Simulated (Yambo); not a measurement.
Input of a Yambo 5.3.0 run:

The input bse2.in:

```
optics
bse
bss
rim_cut
em1s
RandQpts= 1000000
RandGvec= 50 RL
Chimod= "HARTREE"
% BndsRnXs
 1 | 34 |
%
NGsBlkXs= 5 Ry
% LongDrXs
 1 | 0 | 0 |
%
BSKmod= "SEX"
BSEmod= "retarded"
BSSmod= "d"
% BSEQptR
 1 | 1 |
%
% BSEBands
 8 | 11 |
%
BSENGexx= 20 Ry
BSENGBlk= 5 Ry
% BEnRange
 0 | 20 | eV
%
% BDmRange
 0.1 | 0.1 | eV
%
BEnSteps= 200
% BLongDir
 1 | 0 | 0 |
%
BSEprop= "abs"
WRbsWF
% KfnQP_E
 0.73 | 1.0 | 1.0 |
%
```

File scf.in:

```
&CONTROL
  calculation = 'scf'
  prefix = 'pwscf'
  outdir = './tmp'
  pseudo_dir = './pseudo'
/
&SYSTEM
  ibrav = 0
  nat = 2
  ntyp = 2
  ecutwfc = 80
  nbnd = 15
  occupations = 'smearing'
  smearing = 'fd'
  degauss = 0.00367493
  force_symmorphic = .true.
/
&ELECTRONS
  conv_thr = 4d-10
  electron_maxstep = 120
  mixing_beta = 0.5
/
ATOMIC_SPECIES
Ga    69.7230 Ga.upf
P     30.9738 P.upf
CELL_PARAMETERS angstrom
   0.0000000000    2.7252500000    2.7252500000
   2.7252500000    0.0000000000    2.7252500000
   2.7252500000    2.7252500000    0.0000000000
ATOMIC_POSITIONS crystal
Ga     0.0000000000    0.0000000000    0.0000000000
P      0.7500000000    0.7500000000    0.7500000000
K_POINTS automatic
8 8 8 0 0 0
```

nscf.in

```
&CONTROL
  calculation = 'nscf'
  prefix = 'pwscf'
  outdir = './tmp'
  pseudo_dir = './pseudo'
/
&SYSTEM
  ibrav = 0
  nat = 2
  ntyp = 2
  ecutwfc = 80
  nbnd = 129
  occupations = 'fixed'
  force_symmorphic = .true.
/
&ELECTRONS
  conv_thr = 1d-08
  diago_full_acc = .true.
  diago_thr_init = 1d-06
/
ATOMIC_SPECIES
Ga    69.7230 Ga.upf
P     30.9738 P.upf
CELL_PARAMETERS angstrom
   0.0000000000    2.7252500000    2.7252500000
   2.7252500000    0.0000000000    2.7252500000
   2.7252500000    2.7252500000    0.0000000000
ATOMIC_POSITIONS crystal
Ga     0.0000000000    0.0000000000    0.0000000000
P      0.7500000000    0.7500000000    0.7500000000
K_POINTS automatic
6 6 6 0 0 0
```

Potentials or basis: PseudoDojo 0.4.1 SR LDA standard.

Launch:

```sh
$ OMP_NUM_THREADS=1 pw.x -in scf.in > scf.out
$ OMP_NUM_THREADS=1 pw.x -in nscf.in > nscf.out
$ cd tmp/pwscf.save; p2y; mv SAVE ../..; cd ../..
$ OMP_NUM_THREADS=1 yambo
$ mkdir -p bse2; ln -s $PWD/g0w00/ndb.RIM bse2/
$ OMP_NUM_THREADS=1 yambo -F bse2.in -J bse2 -C bse2_out
$ OMP_NUM_THREADS=1 ypp -J bse2 -C bse2_out -e s -b 1
```

**Question.** What does it give for the exciton binding energy?

**Answer.** 0.13 eV.

**Question.** Estimate the lowest exciton energy.

**Answer.** 2.21 eV.

**Question.** What does it give for the lowest bright exciton energy?

**Answer.** 2.21 eV.

Excitons:
| energy (eV) | strength (relative to the strongest) |
| --- | --- |
| 2.208 | 0.16 |
| 2.208 | 0.025 |
| 3.151 | 1 |
| 3.153 | 0.38 |
| 3.153 | 0.6 |
| 3.182 | 1.4e-05 |
| 3.182 | 1e-05 |
| 3.182 | 8.9e-07 |
| 3.195 | 1.5e-07 |
| 3.195 | 1.3e-07 |
| 3.223 | 7.6e-06 |
| 3.223 | 7e-05 |

Caveat: the scissor is the correction of the direct gap in an earlier G0W0 run on the same states; exciton energies and binding change strongly with the k mesh and aren't converged on this one; spectra need much finer meshes, so this one isn't converged.

**What was measured.**

From “Stacking defects in GaP nanowires: Electronic structure and optical properties”, 2018, arxiv:1810.01194, for a bulk crystal of GaP at 10 K: band gap 2.34 eV (indirect).

Against the measured gap of GaP, 2.34 eV (indirect; 10 K; quoted in “Stacking defects in GaP nanowires: Electronic structure and optical properties”, 2018, arxiv:1810.01194), the calculated 1.50 eV is off by -0.84 eV. Spin-orbit coupling on Ga is left out. The value is that of LDA on a finite k mesh, which can miss the band edges, without temperature or zero-point motion. Semilocal functionals fall short of measured gaps as a rule.
